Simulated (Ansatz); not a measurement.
Set up this calculation in Ansatz 0.2.0, as the native input.

```
Task                : band structure
Functional          : PBEsol
Potentials or basis : all-electron LAPW, scalar-relativistic
Cutoff              : 231 eV (chosen from the basis error)
Basis error allowed : 0.001 eV/atom
k mesh              : 7 × 7 × 7
Occupations         : fermi-dirac, width 0.05 eV
Spin                : no spin polarisation
```

The system is Pb.

```
Pb
1.0
     0.00000    3.43900    3.43900
     3.43900    0.00000    3.43900
     3.43900    3.43900    0.00000
Pb
2
Direct
  0.25000 0.25000 0.25000
  0.00000 0.00000 0.00000
```

This isn't the form of Pb at room conditions, which is fcc.

One way to write it, as run:

input.yaml

```yaml
crystal:
  lattice:
    - [0.0, 3.4390000555, 3.4390000555]
    - [3.4390000555, 0.0, 3.4390000555]
    - [3.4390000555, 3.4390000555, 0.0]
  atoms:
    - { symbol: Pb, position: [0.25, 0.25, 0.25] }
    - { symbol: Pb, position: [0.0, 0.0, 0.0] }
kpoints:
  mp_grid: { grid: [7, 7, 7] }
  band_path:
    path:
      - [0.0, 0.0, 0.0]
      - [0.5, 0.0, 0.5]
      - [0.5, 0.25, 0.75]
      - [0.375, 0.375, 0.75]
      - [0.0, 0.0, 0.0]
      - [0.5, 0.5, 0.5]
      - [0.625, 0.25, 0.625]
      - [0.5, 0.25, 0.75]
    npoints: 6
scf:
  occupations: { method: fermi_dirac, width: 0.05 }
hamiltonian:
  xc: pbesol
  pseudopotentials: { kind: all_electron, lapw: { basis_error: 0.001 } }
output:
  forces: true
  stress: true
  eigenvalues: true
```

Potentials or basis: all-electron LAPW, scalar-relativistic.

Command:

```bash
$ ansatz run input.yaml --threads 1 --pin off --max-ram 3072MiB --backend cpu --events-out ev --progress --plain --runs-dir out
```

It gave:

* Pressure: 0.5 GPa
* Band gap along the path: none (metal or under the smearing width)

Caveat: spin-orbit coupling is left out, which moves the levels of the heavy elements.

It took 31 s on 1 thread of Intel(R) Xeon(R) Processor @ 2.50GHz (Skylake/Cascade Lake), with other jobs on the host, peak memory 0.33 GiB.
